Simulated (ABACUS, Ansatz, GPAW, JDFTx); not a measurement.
## SrCl2: programs and potentials compared

```
Sr Cl
1.0
     0.00000    3.48835    3.48835
     3.48835    0.00000    3.48835
     3.48835    3.48835    0.00000
Sr Cl
1 2
Direct
  0.99028 0.99978 0.99929
  0.74941 0.75593 0.74881
  0.26038 0.25031 0.24447
```

Atoms were shifted at random by some hundredths of an Å from the given cell, which wasn't relaxed again for these runs.

Alike in all runs: task single point; functional PBEsol; k mesh 7 × 7 × 7; occupations fermi-dirac, width 0.05 eV; no spin polarisation; no spin-orbit coupling. Pressure is positive in compression and, in plane waves, holds the error of the finite cutoff, which Ansatz's Pulay term estimates and takes out.

| program and potentials | plane-wave cutoff (eV) | notes | pressure (GPa) | largest force (eV/Å) | energy over the undisturbed cell (meV/atom) |
| --- | --- | --- | --- | --- | --- |
| Ansatz, Ansatz PAW | 420 | potentials made for PBE, which Ansatz adapts in part | -0.98 | 0.196 | 3.11 |
| GPAW, PAW data sets generated for this functional | 600 | - | -0.91 | 0.202 | 3.20 |
| Ansatz, all-electron LAPW, scalar-relativistic | - | - | -0.98 | 0.196 | - |
| ABACUS, PseudoDojo NC SR 0.4.1 PBEsol standard, plane waves | 925 | - | -1.00 | 0.195 | 3.11 |
| JDFTx, PseudoDojo-SR-PBEsol-0.4.1-standard with smoothed tails | 925 | - | -1.00 | 0.195 | 3.10 |

Force on atom 1 (Sr), eV/Å:

| program and potentials | x | y | z |
| --- | --- | --- | --- |
| Ansatz, Ansatz PAW | -0.005 | 0.113 | 0.160 |
| GPAW, PAW data sets generated for this functional | -0.005 | 0.117 | 0.165 |
| Ansatz, all-electron LAPW, scalar-relativistic | -0.005 | 0.113 | 0.160 |
| ABACUS, PseudoDojo NC SR 0.4.1 PBEsol standard, plane waves | -0.005 | 0.113 | 0.159 |
| JDFTx, PseudoDojo-SR-PBEsol-0.4.1-standard with smoothed tails | -0.005 | 0.113 | 0.159 |

The pressure spans -1.00 (ABACUS, PseudoDojo NC SR 0.4.1 PBEsol standard, plane waves) to -0.91 GPa (GPAW, PAW data sets generated for this functional), with all-electron results at -0.98.

The functional is the same throughout but for its coding, so the spread measures potentials, basis and numerics; runs on potential files found faulty are left out.
